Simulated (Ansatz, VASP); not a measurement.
Two plane-wave programs on Be

```
CELL_PARAMETERS angstrom
-1.17986 1.17986 1.17986
1.17986 -1.17986 1.17986
1.17986 1.17986 -1.17986
ATOMIC_POSITIONS crystal
Be 0.00000 0.00000 0.00000
```

Alike in both runs: task single point; functional LDA; k mesh 20 × 20 × 20; occupations fermi-dirac, width 0.1 eV; no spin polarisation.

|  | VASP | Ansatz |
| --- | --- | --- |
| version | VASP 6.6.1 | Ansatz 0.2.0 |
| potentials or method | VASP PAW LDA potentials, release 64 (Be) | plane waves (420 eV) with PAW, scalar-relativistic |
| plane-wave cutoff (eV) | 520 | 420 |
| valence electrons in the cell | 2 | 2 |

|  | VASP | Ansatz | Ansatz less VASP |
| --- | --- | --- | --- |
| pressure (GPa) | 21.4 | 20.8 | -0.62 |

Ansatz warned: «pseudo_functional_mismatch».

Caveats: so large a pressure means that the cell lies far from this level's equilibrium, or that cutoff or potentials fall short (VASP).
